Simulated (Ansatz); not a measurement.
Crystal: InSe.

```
CELL_PARAMETERS angstrom
2.00000 1.15470 8.44000
-2.00000 1.15470 8.44000
0.00000 -2.30940 8.44000
ATOMIC_POSITIONS crystal
In 0.88860 0.88860 0.88860
In 0.00000 0.00000 0.00000
Se 0.17190 0.17190 0.17190
Se 0.38350 0.38350 0.38350
```

- Program: Ansatz 0.2.0
- Task: relaxation of cell and atoms
- Functional: PBEsol
- Dispersion: D3(BJ)
- Potentials or basis: Ansatz PAW
- Cutoff: 420 eV (not typed: the program's choice for these potentials)
- k mesh: 8 × 8 × 8
- Occupations: fermi-dirac, width 0.05 eV
- Spin: no spin polarisation

At the start: volume 29.24 Å³/atom.

Problem. Where does the relaxation end?

Solution. It ends after 6 steps and the volume is 27.38 Å³/atom (-6.3 %); space group R3m (No. 160, to 0.05 Å).

The path:
```tsv
step	energy change (eV)	largest force (eV/Å)	volume (Å³)
1	0.0000	0.2895	116.95
2	-0.0417	0.0816	111.79
3	-0.0486	0.0728	108.60
4	-0.0500	0.0208	109.32
5	-0.0500	0.0007	109.54
6	-0.0487	0.0006	109.54
```

Final structure:
```
CELL_PARAMETERS angstrom
1.98061 1.14350 8.06061
-1.98061 1.14350 8.06061
0.00000 -2.28701 8.06061
ATOMIC_POSITIONS crystal
In 0.88747 0.88747 0.88747
In 0.00115 0.00115 0.00115
Se 0.16759 0.16759 0.16759
Se 0.38779 0.38779 0.38779
```

Caveat: the plane-wave basis is chosen anew once the cell has moved, so the energies of steps on either side of that aren't comparable; the PAW data sets come from PBE, with cores solved anew for the run's functional, which leaves a small shift of forces and pressure.
